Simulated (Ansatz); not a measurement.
Theory: DFT PBE, scalar-relativistic, plane waves, PAW (Ansatz). All cells share a 420 eV cutoff and Γ-centred k meshes spaced at most about 0.3 Å⁻¹ (2π included). No spin polarisation.

Temperature and zero-point effects are left out.

Compare these two cells of SnH, each relaxed at this level.

1.

```
Sn H
1.0
     4.72725    0.00000    0.00000
    -2.36363    4.09392    0.00000
     0.00000    0.00000    5.71437
Sn H
2 2
Direct
  0.66667 0.33333 0.92911
  0.33333 0.66667 0.07089
  0.66667 0.33333 0.62491
  0.33333 0.66667 0.37509
```

2.

```
Sn H
1.0
     4.72578    0.00000    0.00000
    -2.36289    4.09265    0.00000
     0.00000    0.00000   11.37346
Sn H
4 4
Direct
  0.00000 0.00000 0.46429
  0.33333 0.66667 0.03572
  0.66667 0.33333 0.53572
  0.00000 0.00000 0.96429
  0.00000 0.00000 0.31148
  0.33333 0.66667 0.18851
  0.66667 0.33333 0.68851
  0.00000 0.00000 0.81148
```

**Question.** Which would you expect to be lower, and how large is the difference?

**Answer.** They are level within the accuracy (under 1 meV/atom apart). Cell 1 has space group P-3m1 (No. 164), 27.6 Å³/atom and a gap of 0.14 eV on its mesh; cell 2 has space group P6_3mc (No. 186), 27.5 Å³/atom and a gap of 0.18 eV. Even the lower one lies +0.20 eV/atom against the reference forms of the elements (uncorrected), so neither is stable at this level. In cell 1, Sn is surrounded by 1 H at 1.74 Å; H is surrounded by 1 Sn at 1.74 Å. In cell 2, Sn on its first site has 1 H at 1.74 Å; Sn on its second site is surrounded by 1 H at 1.74 Å; H on its first site is surrounded by 1 Sn at 1.74 Å; 1 more site not described. Both come from invented guesses. The lowest form computed isn't among them: it has space group P6/mmm (No. 191), 18.5 Å³/atom and lies 59 meV/atom below the best shown.

No dispersion correction is applied, so the spacing and binding between layers, chains or molecules are poorly described (P-3m1, P6_3mc), and this can change margins and order among such cells. Kohn–Sham gaps at this level usually fall short of measured ones. With hydrogen, zero-point motion can shift such differences by 10 meV/atom or more. Cells relaxed within their symmetry can be saddle points. Some candidate types were left out of the draw beforehand, so a known form may be missing.
